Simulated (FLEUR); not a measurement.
# Bi (Im-3m) in FLEUR: settings compared

The runs below take Bi through band structure, with LDA, PBE.

Everything below comes from runs of FLEUR MaX-R8.1 (later development tree). Logs are shortened: lines on timing, memory, paths and dates and some standing lists are left out, and cuts for length are marked.

### 1 The structure

The structure is cubic, space group Im-3m (No. 229). The conventional cell has a = 3.963 Å, b = 3.963 Å, c = 3.963 Å, α = 90.00°, β = 90.00°, γ = 90.00°. Around Bi (site symmetry m-3m) lie 8 Bi at 3.43 Å.

This isn't the form of Bi at room conditions, which is rhombohedral.

### 2 Band structure, LDA, spin-orbit coupling, no magnetisation

Contents of inp.xml:

```xml
<?xml version="1.0" encoding="UTF-8" standalone="no"?>
<fleurInput fleurInputVersion="0.39">
   <comment>
      Bi                                                                                                  
   </comment>
   <calculationSetup>
      <cutoffs Kmax="4.1" Gmax="12.7" GmaxXC="12.7" numbands="all"/>
      <scfLoop itmax="60" minDistance="0.00001" maxIterBroyd="15" imix="Anderson" alpha="0.05" precondParam="0.0" spinf="2.0" sdNocoIR="T"/>
      <coreElectrons ctail="T" frcor="F" kcrel="0" coretail_lmax="0"/>
      <xcFunctional name="vwn" relativisticCorrections="F"/>
      <magnetism jspins="1"/>
      <soc l_soc="T" theta="0.0" phi="0.0" spav="F"/>
      <expertModes spex="0" secvar="F"/>
      <geometryOptimization l_f="F" forcealpha="1.0" forcemix="BFGS" epsdisp="0.00001" epsforce="0.00001"/>
      <ldaU l_linMix="F" mixParam="0.05" spinf="1.0"/>
   </calculationSetup>
   <cell>
      <bzIntegration valenceElectrons="21.0" mode="hist" fermiSmearingEnergy="0.00183747">
         <kPointListSelection listName="default-1"/>
         <!-- k-points included here -->
         <xi:include xmlns:xi="http://www.w3.org/2001/XInclude" href="kpts.xml"> </xi:include>
      </bzIntegration>
      <!-- symmetry operations included here -->
      <xi:include xmlns:xi="http://www.w3.org/2001/XInclude" href="sym.xml"> </xi:include>
      <bulkLattice scale="1.0">
         <bravaisMatrix>
            <row-1>   -3.7443610400225311     3.7443610400225311     3.7443610400225311</row-1>
            <row-2>    3.7443610400225311    -3.7443610400225311     3.7443610400225311</row-2>
            <row-3>    3.7443610400225311     3.7443610400225311    -3.7443610400225311</row-3>
         </bravaisMatrix>
      </bulkLattice>
   </cell>
   <atomSpecies>
      <species name="Bismuth (Bi)" element="Bi" atomicNumber="83">
         <mtSphere radius="2.66" gridPoints="879" logIncrement="0.015"/>
         <atomicCutoffs lmax="11" lnonsphr="8"/>
         <electronConfig flipSpins="F">
            <coreConfig>(1s1/2) (2s1/2) (2p1/2) (2p3/2) (3s1/2) (3p1/2) (3p3/2) (4s1/2) (3d3/2) (3d5/2) (4p1/2) (4p3/2) (5s1/2) (4d3/2) (4d5/2) (4f5/2) (4f7/2)</coreConfig>
            <valenceConfig>(5p1/2) (5p3/2) (6s1/2) (5d3/2) (5d5/2) (6p1/2) (6p3/2)</valenceConfig>
            <stateOccupation state="(6p1/2)" spinUp="0.500000" spinDown="0.500000"/>
            <stateOccupation state="(6p3/2)" spinUp="1.000000" spinDown="1.000000"/>
         </electronConfig>
         <energyParameters s="6" p="6" d="5" f="5"/>
         <lo type="SCLO" l="1" n="5" eDeriv="0"/>
         <lo type="SCLO" l="1" n="5" eDeriv="1"/>
         <lo type="SCLO" l="0" n="6" eDeriv="2"/>
         <lo type="SCLO" l="2" n="5" eDeriv="2"/>
         <lo type="SCLO" l="3" n="5" eDeriv="2"/>
      </species>
   </atomSpecies>
   <atomGroups>
      <atomGroup species="Bismuth (Bi)">
         <relPos label="                   1">.0000000000 .0000000000 .0000000000</relPos>
         <force calculate="T" relaxXYZ="TTT"/>
      </atomGroup>
   </atomGroups>
   <output dos="F" band="F" slice="F">
      <checks vchk="F" cdinf="F"/>
      <bandDOS minEnergy="-.5*Htr" maxEnergy="0.5*Htr" sigma="0.015" storeEVData="T"/>
      <vacuumDOS vacdos="F" integ="F" star="F" nstars="0" locx1="0.0" locy1="0.0" locx2="0.0" locy2="0.0" nstm="0" tworkf="0.0"/>
      <unfoldingBand unfoldBand="F" supercellX="1" supercellY="1" supercellZ="1"/>
      <plotting iplot="0" polar="F">
         <plot TwoD="T" vec1="  1.0  0.0  0.0" vec2="  0.0  1.0  0.0" vec3="  0.0  0.0  1.0" zero="  0.0  0.0  0.0" file="plot"/>
      </plotting>
      <chargeDensitySlicing numkpt="0" minEigenval="0.0" maxEigenval="0.0" nnne="0" pallst="F"/>
      <specialOutput eonly="F"/>
      <moessbauerParams electricFieldGradient="T" isomerShift="T" coreHyperfine="T" valenceHyperfine="T"/>
      <magneticCircularDichroism mcd="F" energyLo="-10.0" energyUp="0.0"/>
   </output>
  <!-- We include the file relax.xml here to enable relaxations (see documentation) -->
  <xi:include xmlns:xi="http://www.w3.org/2001/XInclude" href="relax.xml"> <xi:fallback/> </xi:include>
</fleurInput>
```

Contents of crystal.txt:

```
Bi
&input cartesian=F /
-1.9814305318  1.9814305318  1.9814305318
1.9814305318  -1.9814305318  1.9814305318
1.9814305318  1.9814305318  -1.9814305318
1.8897261246
1.0 1.0 1.0

1
83 0.0000000000  0.0000000000  0.0000000000

&soc 0.0 0.0 /
&kpt div1=7 div2=7 div3=7 gamma=T /
```

Contents of inp.xml (bands):

```
<?xml version="1.0" encoding="UTF-8" standalone="no"?>
<fleurInput fleurInputVersion="0.39">
   <comment>
      Bi                                                                                                  
   </comment>
   <calculationSetup>
      <cutoffs Kmax="4.1" Gmax="12.7" GmaxXC="12.7" numbands="all"/>
      <scfLoop itmax="60" minDistance="0.00001" maxIterBroyd="15" imix="Anderson" alpha="0.05" precondParam="0.0" spinf="2.0" sdNocoIR="T"/>
      <coreElectrons ctail="T" frcor="F" kcrel="0" coretail_lmax="0"/>
      <xcFunctional name="vwn" relativisticCorrections="F"/>
      <magnetism jspins="1"/>
      <soc l_soc="T" theta="0.0" phi="0.0" spav="F"/>
      <expertModes spex="0" secvar="F"/>
      <geometryOptimization l_f="F" forcealpha="1.0" forcemix="BFGS" epsdisp="0.00001" epsforce="0.00001"/>
      <ldaU l_linMix="F" mixParam="0.05" spinf="1.0"/>
   </calculationSetup>
   <cell>
      <bzIntegration valenceElectrons="21.0" mode="hist" fermiSmearingEnergy="0.00183747">
         <kPointListSelection listName="path-1"/>
         <!-- k-points included here -->
         <xi:include xmlns:xi="http://www.w3.org/2001/XInclude" href="kpts.xml"> </xi:include>
      </bzIntegration>
      <!-- symmetry operations included here -->
      <xi:include xmlns:xi="http://www.w3.org/2001/XInclude" href="sym.xml"> </xi:include>
      <bulkLattice scale="1.0">
         <bravaisMatrix>
            <row-1>   -3.7443610400225311     3.7443610400225311     3.7443610400225311</row-1>
            <row-2>    3.7443610400225311    -3.7443610400225311     3.7443610400225311</row-2>
            <row-3>    3.7443610400225311     3.7443610400225311    -3.7443610400225311</row-3>
         </bravaisMatrix>
      </bulkLattice>
   </cell>
   <atomSpecies>
      <species name="Bismuth (Bi)" element="Bi" atomicNumber="83">
         <mtSphere radius="2.66" gridPoints="879" logIncrement="0.015"/>
         <atomicCutoffs lmax="11" lnonsphr="8"/>
         <electronConfig flipSpins="F">
            <coreConfig>(1s1/2) (2s1/2) (2p1/2) (2p3/2) (3s1/2) (3p1/2) (3p3/2) (4s1/2) (3d3/2) (3d5/2) (4p1/2) (4p3/2) (5s1/2) (4d3/2) (4d5/2) (4f5/2) (4f7/2)</coreConfig>
            <valenceConfig>(5p1/2) (5p3/2) (6s1/2) (5d3/2) (5d5/2) (6p1/2) (6p3/2)</valenceConfig>
            <stateOccupation state="(6p1/2)" spinUp="0.500000" spinDown="0.500000"/>
            <stateOccupation state="(6p3/2)" spinUp="1.000000" spinDown="1.000000"/>
         </electronConfig>
         <energyParameters s="6" p="6" d="5" f="5"/>
         <lo type="SCLO" l="1" n="5" eDeriv="0"/>
         <lo type="SCLO" l="1" n="5" eDeriv="1"/>
         <lo type="SCLO" l="0" n="6" eDeriv="2"/>
         <lo type="SCLO" l="2" n="5" eDeriv="2"/>
         <lo type="SCLO" l="3" n="5" eDeriv="2"/>
      </species>
   </atomSpecies>
   <atomGroups>
      <atomGroup species="Bismuth (Bi)">
         <relPos label="                   1">.0000000000 .0000000000 .0000000000</relPos>
         <force calculate="T" relaxXYZ="TTT"/>
      </atomGroup>
   </atomGroups>
   <output dos="F" band="T" slice="F">
      <checks vchk="F" cdinf="F"/>
      <bandDOS minEnergy="-.5*Htr" maxEnergy="0.5*Htr" sigma="0.015" storeEVData="T"/>
      <vacuumDOS vacdos="F" integ="F" star="F" nstars="0" locx1="0.0" locy1="0.0" locx2="0.0" locy2="0.0" nstm="0" tworkf="0.0"/>
      <unfoldingBand unfoldBand="F" supercellX="1" supercellY="1" supercellZ="1"/>
      <plotting iplot="0" polar="F">
         <plot TwoD="T" vec1="  1.0  0.0  0.0" vec2="  0.0  1.0  0.0" vec3="  0.0  0.0  1.0" zero="  0.0  0.0  0.0" file="plot"/>
      </plotting>
      <chargeDensitySlicing numkpt="0" minEigenval="0.0" maxEigenval="0.0" nnne="0" pallst="F"/>
      <specialOutput eonly="F"/>
      <moessbauerParams electricFieldGradient="T" isomerShift="T" coreHyperfine="T" valenceHyperfine="T"/>
      <magneticCircularDichroism mcd="F" energyLo="-10.0" energyUp="0.0"/>
   </output>
  <!-- We include the file relax.xml here to enable relaxations (see documentation) -->
  <xi:include xmlns:xi="http://www.w3.org/2001/XInclude" href="relax.xml"> <xi:fallback/> </xi:include>
</fleurInput>
```

Potentials or basis: all-electron, FLAPW.

Started as:

```console
inpgen -f crystal.txt -profile fastHighL
# inp.xml edited to the form shown
fleur_MPI
fleur_MPI   # second run, on inp.xml (bands)
```

What it wrote:

```text
Welcome to FLEUR        (www.flapw.de)
      MaX-Release 8.1          (www.max-centre.eu)

 ========== k-point set info ==========
 Selected k-point list: default-1
 k-point list type: mesh
 7 x 7 x 7
 Number of k points: 52

 ------------Calculation Setup---------------------------
 Number of MPI-tasks      :            1
 Number of PE/node        :            1
 Number of OMP-threads    :            1
 Most efficient MPI parallelization for:
           1           2           4          13          26          52
 Additional eigenvalue parallelization possible
 Number of basis functions:          286
 Approximate size of matrices (H+S) per k-point:         0.001 GB
 --------------------------------------------------------
 Iteration:     1   Distance:      12.47920031 me/bohr^3
 Iteration:     2   Distance:      11.73035770 me/bohr^3
 Iteration:     3   Distance:       3.74604303 me/bohr^3
 Iteration:     4   Distance:       0.27168812 me/bohr^3
 Iteration:     5   Distance:       0.25179017 me/bohr^3
 Iteration:     6   Distance:       0.04790499 me/bohr^3
 Iteration:     7   Distance:       0.00156251 me/bohr^3
 Iteration:     8   Distance:       0.00105957 me/bohr^3
 Iteration:     9   Distance:       0.00002202 me/bohr^3
 Iteration:    10   Distance:       0.00001443 me/bohr^3
 Iteration:    11   Distance:       0.00000136 me/bohr^3

 ********************************************************************
 Run finished successfully
 Stop message:
   all done
 ********************************************************************
```

output (bands):

```text
Welcome to FLEUR        (www.flapw.de)
      MaX-Release 8.1          (www.max-centre.eu)

 ========== k-point set info ==========
 Selected k-point list: path-1
 k-point list type: path
 Number of k points: 60

 ------------Calculation Setup---------------------------
 Number of MPI-tasks      :            1
 Number of PE/node        :            1
 Number of OMP-threads    :            1
 Most efficient MPI parallelization for:
           1           2           3           4           5           6          10          12          15          20          30          60
 Additional eigenvalue parallelization possible
 Number of basis functions:          291
 Approximate size of matrices (H+S) per k-point:         0.001 GB
 --------------------------------------------------------
 Fermi energy correction for metals:
 Fermi energy in bands.* files may not be consistent with last density.
 Please correct it manually (e.g. in band.gnu file).

 Note: Band structure data (together with different weights) is also stored in the banddos.hdf file.
       A convenient way of extracting and plotting the data from that file is by making use of the

 ********************************************************************
 Run finished successfully
 Stop message:
   Charge density postprocessing done.
 ********************************************************************
```

out.xml (last iteration):

```text
<iteration numberForCurrentRun="   11" overallNumber="   11">
         <energyParameters units="Htr">
            <atomicEP atomType="1" spin="1" branch="6s" branchLowest="-5.31" branchHighest="0.45" value="-0.0868225745"/>
            <atomicEP atomType="1" spin="1" branch="6p" branchLowest="-3.03" branchHighest="1.30" value="0.2391743473"/>
            <atomicEP atomType="1" spin="1" branch="5d" branchLowest="-15.28" branchHighest="-0.46" value="-0.4698016098"/>
            <atomicEP atomType="1" spin="1" branch="5f" branchLowest="-5.13" branchHighest="1.80" value="0.5949674357"/>
            <loAtomicEP atomType="1" spin="1" branch="5p" branchLowest="-24.48" branchHighest="-3.03" value="-3.1063297243"/>
            <loAtomicEP atomType="1" spin="1" branch="5p" branchLowest="-24.48" branchHighest="-3.03" value="-3.1063297243"/>
            <loAtomicEP atomType="1" spin="1" branch="6s" branchLowest="-5.31" branchHighest="0.45" value="-0.0868225745"/>
            <loAtomicEP atomType="1" spin="1" branch="5d" branchLowest="-15.28" branchHighest="-0.46" value="-0.5067932270"/>
            <loAtomicEP atomType="1" spin="1" branch="5f" branchLowest="-5.13" branchHighest="1.80" value="0.5949507859"/>
         </energyParameters>
         <eigenvalues>
            <eigenvaluesAt spin="1" ikpt="1" k_x="0.00000000" k_y="0.00000000" k_z="0.00000000">
                      -3.5721496310       -3.5721496310       -2.7834473811       -2.7834473811       -2.7834473811
                      -2.7834473811       -0.5788888542       -0.5788888542       -0.5788888542       -0.5788888542
                      -0.4717352416       -0.4717352416       -0.4683734750       -0.4683734750       -0.4683734750
                      -0.4683734750       -0.1708732541       -0.1708732541        0.4357580898        0.4357580898
                       0.5554197278        0.5554197278        0.5554197279        0.5554197279        0.6640227943
                       0.6640227943        0.7140147905        0.7140147905        0.7141459327        0.7141459327
[... 89 lines left out ...]
                      10.4065528544       10.4531844447       10.4531844447       10.4531844493       10.4531844493
                      14.4360465639       14.4360465639       14.4677645072       14.4677645072       14.4677645095
                      14.4677645095       15.2706185676       15.2706185676
            </eigenvaluesAt>
            <eigenvaluesAt spin="1" ikpt="2" k_x="0.00000000" k_y="0.00000000" k_z="0.14285714">
                      -3.5721686528       -3.5721686528       -2.7834642121       -2.7834642121       -2.7834524946
                      -2.7834524946       -0.5788164697       -0.5788164697       -0.5785081630       -0.5785081630
[... 356 lines left out ...]
            <coreIsomerShift atomType="1" isTotal="3248572.05289">
               <shell n="1" l="0" isomerShift="2661811.44341"/>
               <shell n="2" l="0" isomerShift="414794.05865"/>
               <shell n="2" l="1" isomerShift="34010.19419"/>
               <shell n="3" l="0" isomerShift="96192.36181"/>
               <shell n="3" l="1" isomerShift="8864.50183"/>
               <shell n="4" l="0" isomerShift="25082.22872"/>
               <shell n="3" l="2" isomerShift="0.00372"/>
               <shell n="4" l="1" isomerShift="2286.95645"/>
               <shell n="5" l="0" isomerShift="5530.30307"/>
               <shell n="4" l="2" isomerShift="0.00105"/>
               <shell n="4" l="3" isomerShift="0.00000"/>
            </coreIsomerShift>
            <isomerShift atomType="1" nucleusRadius="0.0001402" averageDensity="3249258.74517"/>
            <electricFieldGradient atomType="1" VXX="0.00000" VYY="0.00000" VZZ="0.00000" asymParam="0.00000">
            </electricFieldGradient>
         </moessbauerParams>
         <totalEnergy                                    value="   -21569.7410036611" units="Htr">
            <sumOfEigenvalues                            value="   -13360.9049213660">
               <coreElectrons value="-13338.0704127700"/>
               <valenceElectrons value="-22.8345085960"/>
            </sumOfEigenvalues>
            <densityCoulombPotentialIntegral value="-38067.4226240913"/>
            <densityEffectivePotentialIntegral value="-38581.3961127050"/>
            <chargeDenXCDenIntegral value="-387.1035488104"/>
            <FockExchangeEnergyValence value="0.0000000000"/>
            <FockExchangeEnergyCore value="0.0000000000"/>
            <atomTypeDependentContributions atomType="1">
               <electronNucleiInteractionDifferentMTs value="27323.9758918604"/>
               <MadelungTerm value="-45.4414422837"/>
            </atomTypeDependentContributions>
            <tkbTimesEntropy value="0.0001634478"/>
            <freeEnergy value="-21569.7411671089"/>
            <extrapolationTo0K value="-21569.7410853850"/>
         </totalEnergy>
         <densityConvergence units="me/bohr^3">
            <chargeDensity spin="1" distance="0.0000013612"/>
         </densityConvergence>
      </iteration>
```

Wall time 5.6 min (1 thread of AMD EPYC 9R14 (Zen 4), shared host); peak memory 0.22 GiB.

Results:

| Property | Result |
| --- | --- |
| Free energy | -586942.5581 eV |
| Band gap along the path | none (metal or under the smearing width) |
| Valence electrons inside the program's atomic spheres | Bi 18.84 (radii Bi 2.66 bohr) |

Levels at the corners of the path, in eV from the Fermi level:
```
point  band 19  band 20  band 21  band 22  band 23  band 24  band 25  band 26
    Γ     2.75     2.75     6.01     6.01     6.01     6.01     8.97     8.97
    H    -3.18    -3.18    -1.39    -1.39    -1.39    -1.39     3.42     3.42
    N    -5.33    -5.33     1.13     1.13     3.53     3.53     5.85     5.85
    Γ     2.75     2.75     6.01     6.01     6.01     6.01     8.97     8.97
    P    -3.42    -3.42    -2.06    -2.06    -2.06    -2.06    13.47    13.47
    H    -3.18    -3.18    -1.39    -1.39    -1.39    -1.39     3.42     3.42
    P    -3.42    -3.42    -2.06    -2.06    -2.06    -2.06    13.47    13.47
    N    -5.33    -5.33     1.13     1.13     3.53     3.53     5.85     5.85
```

Core levels (eV from the Fermi level):
| atom | levels |
| --- | --- |
| 1 Bi | 1s1/2 -90450.0, 2s1/2 -16235.6, 2p1/2 -15601.5, 2p3/2 -13283.7, 3s1/2 -3915.6, 3p1/2 -3628.8, 3p3/2 -3109.9, 4s1/2 -895.2, 3d3/2 -2639.1, 3d5/2 -2529.0, 4p1/2 -770.6, 4p3/2 -642.4, 5s1/2 -153.7, 4d3/2 -439.5, 4d5/2 -415.6, 4f5/2 -152.0, 4f7/2 -146.5 |

[end of part 1 of 3]
